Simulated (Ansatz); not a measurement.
# TaSi2 (P6_222) in Ansatz: further runs

The runs below take TaSi2 through relaxation of cell and atoms, with RPBE+D3(BJ), PBEsol+D4.

All numbers are computed with Ansatz 0.2.0; they aren't measurements. Logs are shortened: lines on timing, memory, paths and dates and some standing lists are left out, and cuts for length are marked.

**1. Starting point**

Symmetry: P6_222, No. 180, hexagonal system. The conventional cell has a = 4.780 Å, b = 4.780 Å, c = 6.564 Å, α = 90.00°, β = 90.00°, γ = 120.00°. Ta (site symmetry 222) is surrounded by 10 Si at 2.59 to 2.76 Å. Around Si (site symmetry 2) lie 5 Si at 2.59 to 2.76 Å and 5 Ta at 2.59 to 2.76 Å.

**2. Relaxation of cell and atoms, RPBE+D3(BJ)**

File input.yaml:

```yaml
crystal:
  lattice:
    - [4.78, 0.0, 0.0]
    - [-2.39, 4.1396014301, 0.0]
    - [0.0, 0.0, 6.564]
  atoms:
    - { symbol: Ta, position: [0.0, 0.5, 0.1666666667] }
    - { symbol: Ta, position: [0.5, 0.5, 0.8333333333] }
    - { symbol: Ta, position: [0.5, 0.0, 0.5] }
    - { symbol: Si, position: [0.3333, 0.16665, 0.1666666667] }
    - { symbol: Si, position: [0.16665, 0.83335, 0.8333333333] }
    - { symbol: Si, position: [0.83335, 0.6667, 0.5] }
    - { symbol: Si, position: [0.6667, 0.83335, 0.1666666667] }
    - { symbol: Si, position: [0.83335, 0.16665, 0.8333333333] }
    - { symbol: Si, position: [0.16665, 0.3333, 0.5] }
hamiltonian:
  xc: rpbe
  pseudopotentials: { kind: paw }
  dispersion: d3bj
kpoints:
  mp_grid: { grid: [7, 7, 4] }
scf:
  occupations: { method: fermi_dirac, width: 0.05 }
output:
  forces: true
  stress: true
  eigenvalues: true
relax:
  f_tol: 0.01
  max_steps: 40
  cell: { stress_tol: 0.05 }
```

Potentials or basis: Ansatz PAW.

On the command line:

```console
> ansatz run input.yaml --threads 4 --pin off --max-ram 11264MiB --backend cpu --events-out ev --progress --plain --runs-dir out
```

The program printed:

```text
Warning: RAYON_NUM_THREADS=4 ignored (pool sized by the plan → 4); use --threads N
Engine: ansatz 0.2.0, aarch64-unknown-linux-gnu
Pseudopotentials: kind: paw
Pseudopotential: Ta, paw, valence charge 13, recommended cutoff 420 eV (normal), Ta.paw.azcp
Pseudopotential: Si, paw, valence charge 4, recommended cutoff 420 eV (normal), Si.paw.azcp
Functional definition: RPBE
  parameter kappa = 0.804
  parameter beta = 0.06672455060314922
  exchange = rpbe_x(kappa = kappa, mu = beta*pi^2/3)
  correlation = pbe_c(beta = beta)
Crystal: 9 atoms, lattice volume = 129.884 Å³
Basis set: ecut = 420 eV, 2523 PW (Γ), exchange–correlation on 64×64×90 points (8 copies of the dense FFT grid, shifted against one another)
Bands: 41, of which v1, the nominal top of the filled ones, is band 32 counted from 1 (31 counted from 0)
Symmetry: 12 space group operations
Space group: P6222 (ITA 180), of the structure as read, at distance tolerance 5.1e-5 Å
k-points: 24 of 196 (time reversal used)
Non-local potential: Ta, projectors of the file, l = 0: 3, l = 1: 2, l = 2: 2, l = 3: 1
Non-local potential: Si, projectors of the file, l = 0: 2, l = 1: 2, l = 2: 2
PAW form: soft (Blöchl's): semilocal exchange-correlation on the pseudo side does not see the compensation charge
PAW frozen core: Ta, regenerated for the run's functional, and the local potential with it (the file was generated under x = pbe(κ = 0.804, μ = 0.2195149727645171), c = pbe(β = 0.06672455060314922))
PAW frozen core: Si, regenerated for the run's functional, and the local potential with it (the file was generated under x = pbe(κ = 0.804, μ = 0.2195149727645171), c = pbe(β = 0.06672455060314922))
PAW one-centre angular grid: Ta, 590 points (default); XC on 64 Gauss nodes
PAW one-centre angular grid: Si, 110 points (default); XC on 64 Gauss nodes
Initial density: superposition of atomic densities (neutral atoms: chi_scale 0, normalization atom), corrected by the library's trained network
Initial wavefunctions: pseudopotential atomic-orbital guess
Functional: x = rpbe, c = pbe(β = 0.06672455060314922)
SCF iter   1: F=—  HF=-33699.499722 eV  |F-HF|=—  |Δ(HF+E_count)|=         —  Δρ=4.53e-3  dr2=2.19e-2  ethr=1.77e-3  ⟨swp⟩=7.0  Hψ=4583  notcnv=0  defer=9
preconditioner: auto → Kerker (q_TF=auto, 2.418 Å⁻¹)  [metal: Δε(μ)=0.037 eV  Ē_g=7.377 eV  σ=0.050 eV  W_gap=0.18  n_scr=22 (ndim 8)  ℏωp=20.3 eV  f_vac=0.000  D(μ)=4.15/eV (n_scr^D=22)]
[... 71 lines left out ...]
Harris-Foulkes:  -33701.697684 eV  (|F-HF|=7.28e-12)
Internal energy: -33701.675258 eV  (E = F + TS)
E sigma→0 (E₀):  -33701.686471 eV
Entropy (-TS):   -0.022426 eV (-2.492 meV/atom)
Fermi energy:    18.065894 eV
--- Per-component energies (eV) ---
  E_band       = -80.869836
  E_kinetic    = 1407.413433
  E_local      = -2064.100028  (includes V_loc(G=0)·N_el)
  E_nonlocal   = 202.049214
  E_hartree    = 831.103764
  E_xc         = -1016.075501
  E_vxc        = -929.685958  (∫ρ·V_xc dr)
  E_paw        = -28327.667661  (= ΣΔE_a)
  E_vpaw       = -358.754456  (= ΣTr[D̂ρ^β])
  E_aug_tail   = 0.000509  (compensation charges beyond the density's cutoff)
  E_ewald      = -4701.580514
  E_disp       = -32.591094  (pairwise vdW)
  E_core_change = -0.227379  (= ΣΔE_core)
  E_smearing   = -0.022426  (= −TS)
  E_closure    = 0.000000  (closes the sum)
  Σ components = -33701.697684   (vs F -33701.697684, Δ=0.00e0)
--- Forces (eV/Å), atoms counted from 1 ---
  atom   1  Ta     0.00000000     0.00000000     0.00000000
  atom   2  Ta    -0.00000000     0.00000000     0.00000000
  atom   3  Ta    -0.00000000    -0.00000000     0.00000000
  atom   4  Si     0.00002731     0.00001577     0.00000000
  atom   5  Si     0.00002731    -0.00001577    -0.00000000
  atom   6  Si    -0.00000000    -0.00003154     0.00000000
  atom   7  Si    -0.00002731    -0.00001577    -0.00000000
  atom   8  Si    -0.00002731     0.00001577     0.00000000
  atom   9  Si     0.00000000     0.00003154    -0.00000000
  max |Σ_I F_I| component: 9.19e-17 eV/Å
--- Stress (GPa, compression-positive) ---
       -0.046345      -0.000000       0.000000
       -0.000000      -0.046345       0.000000
        0.000000       0.000000      -0.043437
  P = ⅓ Tr σ = -0.0454 GPa (-0.454 kbar)
--- Band table (eV; the first three rows and the last of 24) ---
  k-point 0: bands = ["-49.0300", "-48.9982", "-48.9982", "-15.9499", "-15.9499", "-15.9222", "-15.8392", "-15.8392", "-15.6751", "-15.6607", "-15.6385", "-15.6385", "3.5393", "7.1549", "7.1549", "10.5767", "11.4438", "11.4438", "12.2848", "12.2848", "13.1429", "13.5691", "13.5691", "14.0947", "15.1041", "15.1041", "15.4995", "15.4995", "15.5951", "15.5951", "15.7068", "16.6845", "18.7108", "21.4439", "21.4439", "22.3046", "22.4196", "22.6804", "22.8080", "22.8080", "23.0333"]
  k-point 1: bands = ["-49.0272", "-49.0087", "-48.9905", "-16.0109", "-15.9053", "-15.8609", "-15.8533", "-15.8345", "-15.6894", "-15.6848", "-15.6820", "-15.5927", "3.8155", "5.7869", "8.4630", "10.8005", "11.3388", "11.7944", "11.8615", "12.5285", "12.8416", "12.9580", "13.1849", "13.4162", "15.0343", "15.3767", "15.4656", "15.4829", "15.9601", "16.0554", "16.6199", "16.7456", "19.5942", "20.4429", "21.7734", "21.9493", "22.2698", "22.2907", "22.4834", "22.9100", "23.0967"]
  k-point 2: bands = ["-49.0193", "-49.0193", "-48.9877", "-16.0324", "-15.8646", "-15.8646", "-15.8594", "-15.7647", "-15.7647", "-15.6947", "-15.6947", "-15.5749", "4.6048", "4.6048", "9.3025", "10.8360", "11.3415", "11.3415", "11.7096", "12.5055", "12.5055", "13.1884", "13.1884", "13.4211", "14.8769", "15.0305", "15.0305", "15.3150", "16.3056", "16.3747", "16.3747", "19.1788", "19.1788", "21.5181", "21.5929", "21.5929", "21.9203", "21.9203", "22.1443", "22.2917", "22.9822"]
  k-point 23: bands = ["-49.0190", "-49.0064", "-49.0006", "-16.0154", "-15.9786", "-15.9766", "-15.8152", "-15.7822", "-15.7228", "-15.6450", "-15.6433", "-15.6007", "6.7087", "6.7114", "7.6342", "8.4355", "8.6200", "9.7616", "12.0390", "12.0873", "12.9444", "13.5611", "14.7941", "14.9509", "15.2126", "15.2674", "15.3998", "15.5333", "16.7879", "17.4013", "17.5913", "18.0759", "19.2772", "19.9229", "20.1391", "20.7846", "20.8810", "21.7191", "21.9521", "22.0701", "22.5374"]
--- Relaxed structure (6 steps of the walk, 6 accepted, 1 SCFs on fresh bases) ---
  F+E_penalty+E_count = -33701.69768434 eV   max|allowed force component| = 3.154e-5 eV/Å   (the final SCF, on the basis selected at the relaxed cell)
  cell:  # Å, volume = 111.6858 Å³
    - [4.516123308779477, -9.695021527399339e-34, -3.0296942273122923e-33]
    - [-2.2580616543897385, 3.9110775120260617, -7.038706511540622e-18]
    - [-3.4947713060176736e-33, -1.116099468075952e-17, 6.323185395817753]
  atoms:
    - { symbol: Ta, position: [-2.751776828831223e-17, 0.49999999999999994, 0.1666666666666667] }
    - { symbol: Ta, position: [0.5, 0.49999999999999994, 0.8333333333333336] }
    - { symbol: Ta, position: [0.5, 7.703719777548943e-34, 0.5000000000000001] }
    - { symbol: Si, position: [0.31956088922133713, 0.15978044461066856, 0.1666666666666667] }
    - { symbol: Si, position: [0.15978044461066854, 0.8402195553893314, 0.8333333333333336] }
    - { symbol: Si, position: [0.8402195553893315, 0.6804391107786628, 0.5000000000000001] }
    - { symbol: Si, position: [0.6804391107786627, 0.8402195553893314, 0.1666666666666667] }
    - { symbol: Si, position: [0.8402195553893315, 0.15978044461066854, 0.8333333333333336] }
    - { symbol: Si, position: [0.15978044461066854, 0.3195608892213371, 0.5000000000000001] }
```

Wall time 27 s (4 threads of Arm Neoverse V1, shared host); peak memory 0.4 GiB.

What came out:

```yaml
Free_energy: -33701.6977 eV
Relaxed_volume: 12.41 Å³/atom
Relaxed_cell: a = 4.516 Å, b = 4.516 Å, c = 6.323 Å, α = 90.00°, β = 90.00°, γ = 120.00°
Space_group_after_relaxing_to_0.05_Å: P6_222 (No. 180)
Energy_gained_by_relaxing: 244.3 meV/atom
Ionic_steps: 7
Pressure_after_relaxing: 0.0 GPa
Band_gap_on_the_k_mesh: none (metal or under the smearing width)
```

The path:
```
step  energy change (eV)  largest force (eV/Å)  volume (Å³)
   1              0.0000                0.8506       129.88
   2             -2.1464                0.3956       113.76
   3             -2.1941                0.1787       111.00
   4             -2.2014                0.0001       111.68
   5             -2.2015                0.0010       111.69
   6             -2.2015                0.0001       111.69
   7             -2.1984                0.0000       111.69
```

Final structure:
```
Ta Si
1.0
     4.51612    0.00000    0.00000
    -2.25806    3.91108    0.00000
     0.00000    0.00000    6.32319
Ta Si
3 6
Cartesian
  -1.1290 1.9555 1.0539
  1.1290 1.9555 5.2693
  2.2581 0.0000 3.1616
  1.0824 0.6249 1.0539
  -1.1757 3.2862 5.2693
  2.2581 2.6613 3.1616
  1.1757 3.2862 1.0539
  3.4337 0.6249 5.2693
  0.0000 1.2498 3.1616
```

Levels at points of the mesh, in eV from the Fermi level:
| k point | band 30 | band 31 | band 32 | band 33 | band 34 | band 35 |
| --- | --- | --- | --- | --- | --- | --- |
| (0.00, 0.00, 0.00) | -2.47 | -2.36 | -1.38 | 0.64 | 3.38 | 3.38 |
| (0.00, 0.00, -0.50) | -1.69 | -1.69 | 1.11 | 1.11 | 3.45 | 3.53 |

Caveat: the plane-wave basis is chosen anew once the cell has moved, so the energies of steps on either side of that aren't comparable; the volume moved by -14 % from the deposited cell, more than functionals usually miss; pairwise dispersion overbinds metals, which lowers pressure and volume; the PAW data sets come from PBE, with cores solved anew for the run's functional, which leaves a small shift of forces and pressure. The run has no spin-orbit coupling, so splittings on Ta are missing.

**3. Relaxation of cell and atoms, PBEsol+D4**

input.yaml, as its differences from that of step 2:

```diff
@@ -16,5 +16,5 @@
 hamiltonian:
-  xc: rpbe
+  xc: pbesol
   pseudopotentials: { kind: paw }
-  dispersion: d3bj
+  dispersion: d4
 kpoints:
```

Potentials or basis: Ansatz PAW.

On the command line:

```console
> ansatz run input.yaml --threads 4 --pin off --max-ram 11264MiB --backend cpu --events-out ev --progress --plain --runs-dir out
```

Wall time 19 s (4 threads of Arm Neoverse V1, shared host); peak memory 0.47 GiB.

Results (log left out):

* Free energy: -33155.9578 eV
* Relaxed volume: 14.11 Å³/atom
* Relaxed cell: a = 4.734 Å, b = 4.734 Å, c = 6.543 Å, α = 90.00°, β = 90.00°, γ = 120.00°
* Space group after relaxing (to 0.05 Å): P6_222 (No. 180)
* Energy gained by relaxing: 19.9 meV/atom
* Ionic steps: 5
* Pressure after relaxing: 0.0 GPa
* Largest force after relaxing: 0.009 eV/Å
* Band gap on the k mesh: none (metal or under the smearing width)

Forces in eV/Å, atoms in the order of the input:
```
Ta   0.000  0.000  0.000
Ta   0.000  0.000  0.000
Ta   0.000  0.000  0.000
Si  -0.008 -0.004  0.000
Si  -0.008  0.004  0.000
Si   0.000  0.009  0.000
Si   0.008  0.004  0.000
Si   0.008 -0.004  0.000
Si   0.000 -0.009  0.000
```

Step by step:
```csv
step,energy change (eV),largest force (eV/Å),volume (Å³)
1,0.0000,0.7444,129.88
2,-0.1479,0.1994,125.27
3,-0.1781,0.0032,127.39
4,-0.1800,0.0087,126.97
5,-0.1792,0.0088,126.97
```

Final structure:
```
Ta Si
1.0
     4.73367    0.00000    0.00000
    -2.36684    4.09948    0.00000
     0.00000    0.00000    6.54281
Ta Si
3 6
Direct
  0.00000 0.50000 0.16667
  0.50000 0.50000 0.83333
  0.50000 0.00000 0.50000
  0.31938 0.15969 0.16667
  0.15969 0.84031 0.83333
  0.84031 0.68062 0.50000
  0.68062 0.84031 0.16667
  0.84031 0.15969 0.83333
  0.15969 0.31938 0.50000
```

Levels at points of the mesh, in eV from the Fermi level:
```tsv
k point	band 29	band 30	band 31	band 32	band 33	band 34	band 35	band 36
(0.00, 0.00, 0.00)	-2.37	-2.24	-2.24	-1.48	0.69	3.08	3.08	3.59
(0.00, 0.00, -0.50)	-1.94	-1.76	-1.76	1.10	1.10	2.76	2.76	3.51
```

Caveat: the plane-wave basis is chosen anew once the cell has moved, so the energies of steps on either side of that aren't comparable; pairwise dispersion overbinds metals, which lowers pressure and volume; the PAW data sets come from PBE, with cores solved anew for the run's functional, which leaves a small shift of forces and pressure.
